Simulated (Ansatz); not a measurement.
# Nb on several prototypes: a ranking of structure types by relaxed energy

Program: Ansatz 0.2.0 through its Python package.

The cells in order, each with its output:

In [1]:
```python
from dataclasses import dataclass
import csv

import ansatz as az
import numpy as np
import spglib
```

In [2]:
```python
@dataclass
class Settings:
    functional: str = 'pbe'
    cutoff: int = 530
    n_empty: int = 6
    k_spacing: float = 0.3
    filling: str = 'fermi_dirac'
    sigma: float = 0.05
```

In [3]:
```python
opts = Settings()
```

In [4]:
```python
def fcc(A, a):
    return (
        az.Lattice.fcc(a)
        .space_group(225)
        .atom(A, (0, 0, 0))
        .primitive()
    )
```

In [5]:
```python
def hcp(A, a):
    return (
        az.Lattice.from_parameters(a, a, 1.633 * a, alpha=90, beta=90, gamma=120)
        .space_group(194)
        .atom(A, (1 / 3, 2 / 3, 0.25))
    )
```

In [6]:
```python
def diamond(a_site, a):
    return az.Crystal.diamond(a_site, a=a)
```

In [7]:
```python
def bcc(A, a):
    return az.Crystal.bcc(A, a=a)
```

In [8]:
```python
def compute(name, crystal):
    calc = (
        crystal.calculation()
        .functional(opts.functional)
        .basis(opts.cutoff)  # a bare number is in eV
        .accuracy('low')  # preset for grids and thresholds
        .scf(extra_bands=opts.n_empty)
        .kpoints(spacing=opts.k_spacing)  # the mesh must be finer for metals
        .occupations(opts.filling, width=opts.sigma)
        .stress()  # GPa
        .band_table()
    )
    calc = calc.relax(force_tolerance=0.03, cell=True)
    return calc.run()
```

In [9]:
```python
def relaxed_twice(name, crystal):
    # the second pass draws mesh and plane waves anew for the relaxed cell
    first = compute(name, crystal)
    again = az.Crystal(lattice=az.Lattice.of(first.lattice.cell_ang))
    for site in first.report['lattice']['sites']:
        again = again.atom(site['symbol'], site['position_frac'])
    return compute(name, again)
```

In [10]:
```python
def space_group(outcome):
    sites = outcome.report['lattice']['sites']
    kinds = sorted({site['symbol'] for site in sites})
    cell = (outcome.lattice.cell_ang, [site['position_frac'] for site in sites], [kinds.index(site['symbol']) for site in sites])
    return spglib.get_spacegroup(cell, symprec=0.01)


def pressure_gpa(outcome):
    return float(np.trace(outcome.report['stress_gpa']) / 3)

# starting lattice constants are rough guesses; the relaxation finds the rest
phases = {}
phases['fcc'] = fcc('Nb', 4.19)
phases['hcp'] = hcp('Nb', 2.96)
phases['diamond'] = diamond('Nb', 5.77)
phases['bcc'] = bcc('Nb', 3.33)
```

In [11]:
```python
done = {}
for name, crystal in phases.items():
    try:
        done[name] = relaxed_twice(name, crystal)
    except az.NonConvergedError as error:
        print(name, 'did not converge:', str(error)[:120])
```

In [12]:
```python
energy = {name: o.report['energy_sigma0_ev'] / len(o.lattice.sites) for name, o in done.items()}
lowest = min(energy.values())
rows = [(name, len(o.lattice.sites), 1000 * (energy[name] - lowest), space_group(o), pressure_gpa(o)) for name, o in done.items()]
rows.sort(key=lambda row: row[2])
with open('prototypes.csv', 'w', newline='') as handle:
    writer = csv.writer(handle)
    writer.writerow(['phase', 'atoms', 'dE (meV/atom)', 'space group', 'P (GPa)'])
    writer.writerows([round(v, 4) if isinstance(v, float) else v for v in row] for row in rows)
print(open('prototypes.csv').read())
```
```text
phase,atoms,dE (meV/atom),space group,P (GPa)
bcc,1,0.0,Im-3m (229),0.005
hcp,2,300.7708,P6_3/mmc (194),0.0265
fcc,1,340.9774,Fm-3m (225),-0.0094
diamond,2,2532.7263,Fd-3m (227),-0.0348
```

By space group at the end of each run: Im-3m (+0 meV an atom, 18.1 Å³), P6_3/mmc (+301 meV an atom, 18.7 Å³), Fm-3m (+341 meV an atom, 18.9 Å³) and Fd-3m (+2533 meV an atom, 25.7 Å³).

What to keep in mind:
- These settings explore the input space; cutoff and mesh may be short of convergence.
- The run is spin-unpolarised.
- For the metals among these phases the mesh is modest: differences between phases can be off by up to 40 meV an atom.
- Pressure is positive in compression.
- The cells are built on prototypes, so most aren't the phase found in nature. Rows bear the name of their start, and a relaxation keeps or raises the symmetry. Differences under about 40 meV an atom lie within the error of mesh and functional.
- Wall time of the script: 68 s on 1 thread of Arm Neoverse N1 (shared host), peak memory 0.42 GiB.

(Lines on the test bed's own set-up are left out of the output.)
